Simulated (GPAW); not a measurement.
Runs of GPAW 26.7.0 on SiC (Moissanite). The structure is hexagonal, space group P6_3mc (No. 186). The conventional cell has a = 3.076 Å, b = 3.076 Å, c = 5.048 Å, α = 90.00°, β = 90.00°, γ = 120.00°. Si (site symmetry 3m) has 4 C at 1.87 to 1.94 Å as nearest neighbours. C (site symmetry 3m) has 4 Si at 1.87 to 1.94 Å as nearest neighbours. 

| task | level | cell | k mesh | optimizer | fmax | max steps | convergence | gap on the mesh (eV) | pressure (GPa) | relaxed volume (Å³/atom) | largest force (eV/Å) |
| --- | --- | --- | --- | --- | --- | --- | --- | --- | --- | --- | --- |
| relaxation of cell and atoms | PBEsol | relaxed | 7 × 7 × 4 | BFGS | 0.02 eV/Å | 60 | density=1e-05 forces=0.0001 | 2.45 | 0.0 | (b) | 0.02 |
| relaxation of cell and atoms | PBEsol+D3(BJ) | relaxed | 7 × 7 × 4 | BFGS | 0.02 eV/Å | 60 | density=1e-05 forces=0.0001 | 2.42 | 0.0 | 10.22 | 0.01 |
| relaxation of cell and atoms | PBEsol+D3(BJ)+ATM | relaxed | 7 × 7 × 4 | BFGS | 0.02 eV/Å | 60 | density=1e-05 forces=0.0001 | 2.42 | 0.0 | 10.25 | 0.01 |
| relaxation of cell and atoms | PBEsol+D3 | relaxed | 7 × 7 × 4 | BFGS | 0.02 eV/Å | 60 | density=1e-05 forces=0.0001 | (a) | 0.0 | 10.32 | 0.01 |

Alike in all rows: potentials or basis PAW data sets generated in the run's folder for this functional, pw; no spin polarisation; cutoff (eV) 800; smearing fermi-dirac 0.05 eV.

Q: Estimate the missing entries.

A: (a) 2.43; (b) 10.39.

Caveats: later steps reuse the first step's grids; an odd mesh through Γ misses points on the zone boundary, where band edges often lie.
